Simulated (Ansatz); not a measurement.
## Levels of theory on Mg2Sn (COD cell start)

The compound was started in one structure type and brought to zero pressure at each level (plane-wave PAW code Ansatz, Gaussian smearing of 0.05 eV, scalar-relativistic unless SOC, spin–orbit coupling, is named).

The start was a cell as deposited in COD.

The cell at PBE (neighbours within 15 % of each site's shortest distance, so a longer bond may be listed from one end only): Symmetry: Fm-3m, No. 225, cubic system. Conventional cell: a = 6.816 Å, b = 6.816 Å, c = 6.816 Å, α = 90.00°, β = 90.00°, γ = 90.00°. Mg (site symmetry -43m) is surrounded by 4 Sn at 2.95 Å. Around Sn (site symmetry m-3m) lie 8 Mg at 2.95 Å.

| level | cutoff (eV) | k-mesh | final group | a (Å) | V (Å³/atom) | gap (eV) | B0 (GPa) | E_f (eV/atom) |
| --- | --- | --- | --- | --- | --- | --- | --- | --- |
| PBE | 420 | 10×10×10 | Fm-3m | 6.816 | 26.39 | metal | 40 | -0.21 |

Task: Estimate the row for r²SCAN (500 eV, 8×8×8 mesh).

Result: final group Fm-3m, a (Å) 6.761, V (Å³/atom) 25.75, gap (eV) 0.20, E_f (eV/atom) -0.30.

Volumes against PBE: r²SCAN −2.4 %. The formation energy spans 0.09 eV/atom over the functionals (r²SCAN lowest, PBE highest); the spread holds the functional's effect on the elements as well as on the compound.

All functionals run on datasets generated with PBE. Gaps are (generalised) Kohn–Sham gaps. E_f is the formation energy from the elements run alike, at 0 K, without zero-point energy; it is good to about 0.01 eV/atom as a calculation.

All runs used the PAW datasets of the set soft_2.
